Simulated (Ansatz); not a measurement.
# Cu (I4/mmm) in Ansatz: a series of runs

Runs on Cu. Level: HSE06. Tasks: single point, equation of state.

All numbers are computed with Ansatz 0.2.0; they aren't measurements. Logs are shortened: lines on timing, memory, paths and dates and some standing lists are left out, and cuts for length are marked.

**1. Starting point**

Symmetry: I4/mmm, No. 139, tetragonal system. Conventional cell: a = 2.886 Å, b = 2.886 Å, c = 2.752 Å, α = 90.00°, β = 90.00°, γ = 90.00°. Cu (site symmetry 4/mmm) is surrounded by 10 Cu at 2.46 to 2.75 Å.

This isn't the form of Cu at room conditions, which is fcc.

**2. Single point, HSE06, 10.77 Å³/atom (volume scaled by 0.94)**

The input, input:

```
crystal:
  lattice:
    - [-1.413340294, 1.413340294, 1.3479902729]
    - [1.413340294, -1.413340294, 1.3479902729]
    - [1.413340294, 1.413340294, -1.3479902729]
  atoms:
    - { symbol: Cu, position: [0.0, 0.0, 0.0] }
hamiltonian:
  xc: hse06
  pseudopotentials: { kind: paw }
kpoints:
  mp_grid: { grid: [8, 8, 8] }
scf:
  occupations: { method: fermi_dirac, width: 0.05 }
output:
  forces: true
  stress: true
  eigenvalues: true
```

Potentials or basis: Ansatz PAW.

Standard output:

```text
[... 2 lines left out ...]
GPUs: using 1 of 1 available (devices: 1).
Engine: ansatz 0.2.0, x86_64-unknown-linux-gnu
Pseudopotentials: kind: paw
Pseudopotential: Cu, paw, valence charge 19, recommended cutoff 420 eV (normal), Cu.paw.azcp
Functional definition: HSE06
  parameter a = 0.25
  parameter omega = 0.11/bohr
  exchange = pbe_x - a*pbe_x_sr(omega) + a*exact_x_sr(omega)
  correlation = pbe_c
device memory: the entry about to start is reckoned to put 0.6 GiB on a device that reports 25.2 GiB free (of which the cap on the GPU budget leaves the run 18.0 GiB)
GPU FFT provider: cuFFT
GPU libraries: cuBLAS 13.8.2, cuFFT 12.4.0, cuSOLVER 12.3.4
Crystal: 1 atoms, lattice volume = 10.771 Å³
Basis set: ecut = 420 eV, 201 PW (Γ), exchange–correlation on 36×36×36 points (8 copies of the dense FFT grid, shifted against one another)
Bands: 14, of which v1, the nominal top of the filled ones, is band 10 counted from 1 (9 counted from 0)
Symmetry: 16 space group operations
Space group: I4/mmm (ITA 139), of the structure as read, at distance tolerance 2.2e-5 Å
k-points: 59 of 512
Non-local potential: Cu, projectors of the file, l = 0: 3, l = 1: 2, l = 2: 3, l = 3: 1
PAW form: soft (Blöchl's): semilocal exchange-correlation on the pseudo side does not see the compensation charge
PAW frozen core: Cu, regenerated for the run's functional, and the local potential with it (the file was generated under x = pbe(κ = 0.804, μ = 0.2195149727645171), c = pbe(β = 0.06672455060314922))
PAW one-centre angular grid: Cu, 590 points (default); XC on 64 Gauss nodes
Initial density: superposition of atomic densities (neutral atoms: chi_scale 0, normalization atom), corrected by the library's trained network
Initial wavefunctions: pseudopotential atomic-orbital guess
GPU buffer pool allocated for 5832 grid points (all kernels)
GPU transforms: local potential and band sums: pruned to the plane-wave sphere, on 18×18×18
Functional: x = pbe(κ = 0.804, μ = 0.2195149727645171), c = pbe(β = 0.06672455060314922), warm-up for x = pbe(κ = 0.804, μ = 0.2195149727645171) + 0.25 (exact − pbe) at short range (hse, ω = 0.20786987370883472 Å⁻¹), c = pbe(β = 0.06672455060314922); HSE06 as pw.x's `hse` composes it (authors' and Libxc's form: `xc: wpbeh`)
SCF iter   1: F=—  HF=-6625.035262 eV  |F-HF|=—  |Δ(HF+E_count)|=         —  Δρ=2.82e-3  dr2=3.69e-4  ethr=1.77e-3  ⟨swp⟩=7.4  Hψ=3616  notcnv=0
preconditioner: auto → none  [metal: Δε(μ)=0.069 eV  Ē_g=18.396 eV  σ=0.050 eV  W_gap=0.33  n_scr=0 (ndim 8)  ℏωp=37.5 eV  f_vac=0.000  D(μ)=1.03/eV (n_scr^D=12)]
iter 2 solved again at ethr=6.50e-8 eV; its pass at ethr=1.94e-6 eV (dr2=1.23e-5 eV) is discarded
SCF iter   2: F=—  HF=-6625.035237 eV  |F-HF|=—  |Δ(HF+E_count)|=   2.55e-5  Δρ=8.04e-4  dr2=1.24e-5  ethr=6.50e-8  ⟨swp⟩=3.1  Hψ=3455  notcnv=0  defer=1
SCF iter   3: F=—  HF=-6625.035248 eV  |F-HF|=—  |Δ(HF+E_count)|=   1.08e-5  Δρ=3.82e-4  dr2=3.95e-6  ethr=6.50e-8  ⟨swp⟩=2.6  Hψ=1453  notcnv=0  defer=1
SCF iter   4: F=—  HF=-6625.035251 eV  |F-HF|=—  |Δ(HF+E_count)|=   3.11e-6  Δρ=2.39e-5  dr2=2.53e-8  ethr=2.08e-8  ⟨swp⟩=3.0  Hψ=1683  notcnv=0
SCF iter   5: F=—  HF=-6625.035251 eV  |F-HF|=—  |Δ(HF+E_count)|=   1.23e-8  Δρ=2.76e-6  dr2=2.04e-10  ethr=1.33e-10  ⟨swp⟩=3.5  Hψ=1853  notcnv=0
SCF iter   6: F=-6625.035251 eV  HF=-6625.035251 eV  |F-HF|=2.73e-12  |Δ(HF+E_count)|=  6.46e-11  Δρ=4.46e-7  dr2=5.43e-12  ethr=1.07e-12  ⟨swp⟩=4.0  Hψ=2106  notcnv=0
SCF 1 converged in 6 iterations: F = -6625.035251 eV  dr2 = 5.43e-12
device memory: the entry about to start is reckoned to put 1.2 GiB on a device that reports 24.7 GiB free (of which the cap on the GPU budget leaves the run 18.0 GiB)
GPU FFT provider: cuFFT
GPU libraries: cuBLAS 13.8.2, cuFFT 12.4.0, cuSOLVER 12.3.4
[... 2 lines left out ...]
GPU buffer pool allocated for 5832 grid points (all kernels)
GPU transforms: local potential and band sums: pruned to the plane-wave sphere, on 18×18×18
Functional: x = pbe(κ = 0.804, μ = 0.2195149727645171) + 0.25 (exact − pbe) at short range (hse, ω = 0.20786987370883472 Å⁻¹), c = pbe(β = 0.06672455060314922); HSE06 as pw.x's `hse` composes it (authors' and Libxc's form: `xc: wpbeh`)
Exchange kernel: α = 0.2500, screened, ω = 0.2079 Å⁻¹, Wigner–Seitz truncation, v(0) = 1043.6613 eV·Å³, q-mesh 8×8×8, nearest image of the exchange supercell L = 19.29 Å, pair-density grid 12×12×12, without the augmentation charges, whose exchange is taken in its separable form by FFT convolution over the k-point mesh (sized by the pseudopotential files, 15×15×15 at the most), smooth part of the exact exchange by density-matrix convolution in up to 1.38 GiB of GPU memory as planned if the GPU has room (build and FFT work areas not counted)
Frozen-core exchange: fock
[... 10 lines left out ...]
SCF 2 stopped early in 8 iterations: F = -6624.027829 eV  dr2 = 4.91e-6
hybrid outer 1: dexx = +1.338e-2 eV, tail = 1.02e-4 eV
GPU FFT provider: cuFFT
GPU libraries: cuBLAS 13.8.2, cuFFT 12.4.0, cuSOLVER 12.3.4
GPU buffer pool allocated for 5832 grid points (all kernels)
GPU transforms: local potential and band sums: pruned to the plane-wave sphere, on 18×18×18
Exchange kernel: α = 0.2500, screened, ω = 0.2079 Å⁻¹, Wigner–Seitz truncation, v(0) = 1043.6613 eV·Å³, q-mesh 8×8×8, nearest image of the exchange supercell L = 19.29 Å, pair-density grid 12×12×12, without the augmentation charges, whose exchange is taken in its separable form by FFT convolution over the k-point mesh (sized by the pseudopotential files, 15×15×15 at the most), smooth part of the exact exchange by density-matrix convolution in up to 1.38 GiB of GPU memory as planned if the GPU has room (build and FFT work areas not counted)
Frozen-core exchange: fock
[... 4 lines left out ...]
SCF 3 converged in 3 iterations: F = -6624.028339 eV  dr2 = 6.78e-9
  Residual-converged pass: ⟨swp⟩=3.1  Hψ=1908  notcnv=0  max |occ|·‖R‖ = 2.3e-6 eV (tolerance 2.4e-6 eV)  dr2=6.85e-9  dr2_onsite=2.06e-9  max |Δocc| = 2.8e-12
hybrid outer 2: dexx = +7.954e-7 eV, tail = 8.03e-8 eV, Δε = 1.13e-2 eV (about 5.03e-4 eV left of the loop's levels)
GPU FFT provider: cuFFT
GPU libraries: cuBLAS 13.8.2, cuFFT 12.4.0, cuSOLVER 12.3.4
GPU buffer pool allocated for 5832 grid points (all kernels)
GPU transforms: local potential and band sums: pruned to the plane-wave sphere, on 18×18×18
Exchange kernel: α = 0.2500, screened, ω = 0.2079 Å⁻¹, Wigner–Seitz truncation, v(0) = 1043.6613 eV·Å³, q-mesh 8×8×8, nearest image of the exchange supercell L = 19.29 Å, pair-density grid 12×12×12, without the augmentation charges, whose exchange is taken in its separable form by FFT convolution over the k-point mesh (sized by the pseudopotential files, 15×15×15 at the most), smooth part of the exact exchange by density-matrix convolution in up to 1.38 GiB of GPU memory as planned if the GPU has room (build and FFT work areas not counted)
Frozen-core exchange: fock
[... 2 lines left out ...]
SCF 4 converged in 2 iterations: F = -6624.028339 eV  dr2 = 1.09e-9
  Residual-converged pass: ⟨swp⟩=3.0  Hψ=1735  notcnv=0  max |occ|·‖R‖ = 2.4e-6 eV (tolerance 2.4e-6 eV)  dr2=1.11e-9  dr2_onsite=6.12e-10  max |Δocc| = 6.0e-13
hybrid outer 3: dexx = +3.467e-10 eV, tail = 3.47e-9 eV, Δε = 1.46e-4 eV (about 7.18e-5 eV left of the loop's levels), ΔF = 4.73e-29 eV/Å (tail inf)
hybrid SCF converged: 3 outer / 13 inner (+6 warm-up), last move |dexx| = 3.47e-10 eV, tail = 3.47e-9 eV
Stability not checked: this state was not tested for a lower state beside it, because the functional holds exact exchange (a hybrid, or Hartree-Fock), whose exchange loop this test does not read (fock_operator; see scf.lower_state_search)
Free energy (F): -6624.028339 eV
Frozen-core exchange: fock
Harris-Foulkes:  -6624.028339 eV  (|F-HF|=1.26e-9)
Internal energy: -6624.024366 eV  (E = F + TS)
E sigma→0 (E₀):  -6624.026353 eV
Entropy (-TS):   -0.003973 eV (-3.973 meV/atom)
Fermi energy:    18.454939 eV
--- Per-component energies (eV) ---
  E_band       = -383.311387
  E_kinetic    = 302.250662
  E_local      = -3903.272833  (includes V_loc(G=0)·N_el)
  E_nonlocal   = 400.198299
  E_hartree    = 1736.485253
  E_xc         = -72.064113
  E_vxc        = -92.161266  (∫ρ·V_xc dr)
  E_exx        = -109.023471  (= α·E_x^exact, valence–valence)
  E_paw        = -1579.045088  (= ΣΔE_a)
  E_vpaw       = -345.250556  (= ΣTr[D̂ρ^β])
  E_aug_tail   = 0.000359  (compensation charges beyond the density's cutoff)
  E_ewald      = -3399.328166
  E_core_change = -0.225266  (= ΣΔE_core)
  E_smearing   = -0.003973  (= −TS)
  E_closure    = -0.000001  (closes the sum)
  Σ components = -6624.028339   (vs F -6624.028339, Δ=-1.82e-12)
--- Forces (eV/Å), atoms counted from 1 ---
  atom   1  Cu    -0.00000000     0.00000000    -0.00000000
  max |Σ_I F_I| component: 4.73e-29 eV/Å
--- Stress (GPa, compression-positive) ---
       18.790020       0.000000       0.000000
        0.000000      18.790020       0.000000
       -0.000000      -0.000000      19.024262
  P = ⅓ Tr σ = 18.8681 GPa (188.681 kbar)
--- Band table (eV; the first three rows and the last of 59) ---
  k-point 0: bands = ["-100.2138", "-55.9076", "-55.9076", "-55.9055", "7.3770", "13.5124", "13.7286", "13.7286", "14.7209", "14.9500", "45.2788", "45.2788", "46.5522", "49.8798"]
  k-point 1: bands = ["-100.2099", "-55.9345", "-55.9146", "-55.9075", "8.0683", "13.5257", "13.6120", "14.0080", "14.6078", "14.9453", "40.4018", "44.4489", "45.6637", "47.5664"]
  k-point 2: bands = ["-100.2005", "-55.9995", "-55.9365", "-55.9077", "9.8975", "13.3364", "13.6122", "14.5304", "14.7298", "14.9467", "33.5751", "41.6957", "43.6294", "44.4426"]
  k-point 58: bands = ["-100.1665", "-56.0542", "-56.0542", "-56.0346", "11.7000", "11.7692", "15.6678", "15.6678", "15.7570", "27.5705", "27.5705", "29.5911", "33.5391", "34.3967"]
```

It took 24 s on 1 × NVIDIA H100 80GB HBM3 with 2 threads of AMD EPYC 7R13 (Zen 3), shared host; peak memory 1.5 GiB.

Results:

* Free energy: -6624.0283 eV
* Pressure: 18.9 GPa
* Band gap on the k mesh: none (metal or under the smearing width)

Caveat: the k mesh is coarse (spacing up to 0.40 Å⁻¹), so the values aren't converged, least of all with exact exchange; the pressure holds a Pulay correction of +0.5 GPa for the finite cutoff; the PAW data sets come from PBE, with cores solved anew for the run's functional, which leaves a small shift of forces and pressure; the thresholds are loose for stress.

**3. Single point, HSE06, 11.00 Å³/atom (volume scaled by 0.96)**

input, as its differences from that of step 2:

```diff
@@ -2,5 +2,5 @@
   lattice:
-    - [-1.413340294, 1.413340294, 1.3479902729]
-    - [1.413340294, -1.413340294, 1.3479902729]
-    - [1.413340294, 1.413340294, -1.3479902729]
+    - [-1.4232937226, 1.4232937226, 1.3574834749]
+    - [1.4232937226, -1.4232937226, 1.3574834749]
+    - [1.4232937226, 1.4232937226, -1.3574834749]
   atoms:
```

Potentials or basis: Ansatz PAW.

Run time: 17 s. Hardware: 1 × NVIDIA H100 80GB HBM3 with 2 threads of AMD EPYC 7R13 (Zen 3), shared host; peak memory 1.5 GiB.

The run converged. Its results:

- Free energy: -6624.0522 eV
- Pressure: 14.5 GPa
- Band gap on the k mesh: none (metal or under the smearing width)

Caveat: the k mesh is coarse (spacing up to 0.40 Å⁻¹), so the values aren't converged, least of all with exact exchange; the pressure holds a Pulay correction of +0.4 GPa for the finite cutoff; the PAW data sets come from PBE, with cores solved anew for the run's functional, which leaves a small shift of forces and pressure; the thresholds are loose for stress.

**4. Single point, HSE06, 11.23 Å³/atom (volume scaled by 0.98)**

The input, input:

```
crystal:
  lattice:
    - [-1.4331098516, 1.4331098516, 1.3668457257]
    - [1.4331098516, -1.4331098516, 1.3668457257]
    - [1.4331098516, 1.4331098516, -1.3668457257]
  atoms:
    - { symbol: Cu, position: [0.0, 0.0, 0.0] }
hamiltonian:
  xc: hse06
  pseudopotentials: { kind: paw }
kpoints:
  mp_grid: { grid: [8, 8, 8] }
scf:
  occupations: { method: fermi_dirac, width: 0.05 }
output:
  forces: true
  stress: true
  eigenvalues: true
  write_density: true
  write_potential: true
  elf: true
  volumetric_format: npy
```

Run time: 14 s. Hardware: 1 × NVIDIA H100 80GB HBM3 with 2 threads of AMD EPYC 7R13 (Zen 3), shared host; peak memory 1.5 GiB.

The run converged. Its results:

| Quantity | Value |
| --- | --- |
| Free energy | -6624.0701 eV |
| Pressure | 10.6 GPa |
| Band gap on the k mesh | none (metal or under the smearing width) |

Caveat: the k mesh is coarse (spacing up to 0.40 Å⁻¹), so the values aren't converged, least of all with exact exchange; the pressure holds a Pulay correction of +0.4 GPa for the finite cutoff; the PAW data sets come from PBE, with cores solved anew for the run's functional, which leaves a small shift of forces and pressure; the thresholds are loose for stress.

**5. Single point, HSE06, 11.46 Å³/atom**

input, as its differences from that of step 4:

```diff
@@ -2,5 +2,5 @@
   lattice:
-    - [-1.4331098516, 1.4331098516, 1.3668457257]
-    - [1.4331098516, -1.4331098516, 1.3668457257]
-    - [1.4331098516, 1.4331098516, -1.3668457257]
+    - [-1.44279332, 1.44279332, 1.37608145]
+    - [1.44279332, -1.44279332, 1.37608145]
+    - [1.44279332, 1.44279332, -1.37608145]
   atoms:
```

It took 18 s on 1 × NVIDIA H100 80GB HBM3 with 2 threads of AMD EPYC 7R13 (Zen 3), shared host; peak memory 1.6 GiB.

The run converged. Its results:

```yaml
Free_energy: -6624.0828 eV
Pressure: 7.2 GPa
Band_gap_on_the_k_mesh: none (metal or under the smearing width)
```

Caveat: the k mesh is coarse (spacing up to 0.39 Å⁻¹), so the values aren't converged, least of all with exact exchange; the pressure holds a Pulay correction of +0.4 GPa for the finite cutoff; the PAW data sets come from PBE, with cores solved anew for the run's functional, which leaves a small shift of forces and pressure; the thresholds are loose for stress.

**6. Single point, HSE06, 11.69 Å³/atom (volume scaled by 1.02)**

The input, input:

```
crystal:
  lattice:
    - [-1.4523485211, 1.4523485211, 1.3851948378]
    - [1.4523485211, -1.4523485211, 1.3851948378]
    - [1.4523485211, 1.4523485211, -1.3851948378]
  atoms:
    - { symbol: Cu, position: [0.0, 0.0, 0.0] }
hamiltonian:
  xc: hse06
  pseudopotentials: { kind: paw }
kpoints:
  mp_grid: { grid: [8, 8, 8] }
scf:
  occupations: { method: fermi_dirac, width: 0.05 }
output:
  forces: true
  stress: true
  eigenvalues: true
```

Potentials or basis: Ansatz PAW.

Wall time 13 s (1 × NVIDIA H100 80GB HBM3 with 2 threads of AMD EPYC 7R13 (Zen 3), shared host); peak memory 1.6 GiB.

Results (log left out):

| Quantity | Value |
| --- | --- |
| Free energy | -6624.0909 eV |
| Pressure | 4.1 GPa |
| Band gap on the k mesh | none (metal or under the smearing width) |

Caveat: the k mesh is coarse (spacing up to 0.39 Å⁻¹), so the values aren't converged, least of all with exact exchange; the pressure holds a Pulay correction of +0.4 GPa for the finite cutoff; the PAW data sets come from PBE, with cores solved anew for the run's functional, which leaves a small shift of forces and pressure; the thresholds are loose for stress.

**7. Single point, HSE06, 11.92 Å³/atom (volume scaled by 1.04)**

input, as its differences from that of step 6:

```diff
@@ -2,5 +2,5 @@
   lattice:
-    - [-1.4523485211, 1.4523485211, 1.3851948378]
-    - [1.4523485211, -1.4523485211, 1.3851948378]
-    - [1.4523485211, 1.4523485211, -1.3851948378]
+    - [-1.4617796199, 1.4617796199, 1.3941898615]
+    - [1.4617796199, -1.4617796199, 1.3941898615]
+    - [1.4617796199, 1.4617796199, -1.3941898615]
   atoms:
```

It took 20 s on 1 × NVIDIA H100 80GB HBM3 with 2 threads of AMD EPYC 7R13 (Zen 3), shared host; peak memory 1.6 GiB.

The run converged. Its results:

- Free energy: -6624.0950 eV
- Pressure: 1.4 GPa
- Band gap on the k mesh: none (metal or under the smearing width)

Caveat: the k mesh is coarse (spacing up to 0.39 Å⁻¹), so the values aren't converged, least of all with exact exchange; the pressure holds a Pulay correction of +0.4 GPa for the finite cutoff; the PAW data sets come from PBE, with cores solved anew for the run's functional, which leaves a small shift of forces and pressure; the thresholds are loose for stress.

**8. Single point, HSE06, 12.15 Å³/atom (volume scaled by 1.06)**

input, as its differences from that of step 7:

```diff
@@ -2,5 +2,5 @@
   lattice:
-    - [-1.4617796199, 1.4617796199, 1.3941898615]
-    - [1.4617796199, -1.4617796199, 1.3941898615]
-    - [1.4617796199, 1.4617796199, -1.3941898615]
+    - [-1.4710905692, 1.4710905692, 1.4030702911]
+    - [1.4710905692, -1.4710905692, 1.4030702911]
+    - [1.4710905692, 1.4710905692, -1.4030702911]
   atoms:
```

Run time: 49 s. Hardware: 1 × NVIDIA H100 80GB HBM3 with 2 threads of AMD EPYC 7R13 (Zen 3), shared host; peak memory 1.6 GiB.

Results (log left out):

```yaml
Free_energy: -6624.0953 eV
Pressure: -1.0 GPa
Band_gap_on_the_k_mesh: none (metal or under the smearing width)
```

Caveat: the k mesh is coarse (spacing up to 0.39 Å⁻¹), so the values aren't converged, least of all with exact exchange; the pressure holds a Pulay correction of +0.4 GPa for the finite cutoff; the PAW data sets come from PBE, with cores solved anew for the run's functional, which leaves a small shift of forces and pressure; the thresholds are loose for stress.

**9. Equation of state, HSE06**

Potentials or basis: Ansatz PAW.

This step only gathers the single runs of the series.

What came out:

- Equilibrium volume: 12.06 Å³/atom
- Bulk modulus at fixed shape and positions: 123 GPa
- Pressure derivative of the bulk modulus: 5.4

Energy against volume, from the lowest point:
```
volume (Å³/atom)  energy (meV/atom)
          10.771              66.99
          11.000              43.15
          11.229              25.20
          11.458              12.50
          11.687               4.41
          11.916               0.37
          12.146               0.00
```

Caveat: the k mesh is coarse (spacing up to 0.39 Å⁻¹), so the values aren't converged, least of all with exact exchange; the cell was scaled at fixed shape and fractional positions, which overstates the stiffness of a crystal with free parameters, most of all of layers and chains; the PAW data sets were made with another functional, which shifts forces and pressure a little.
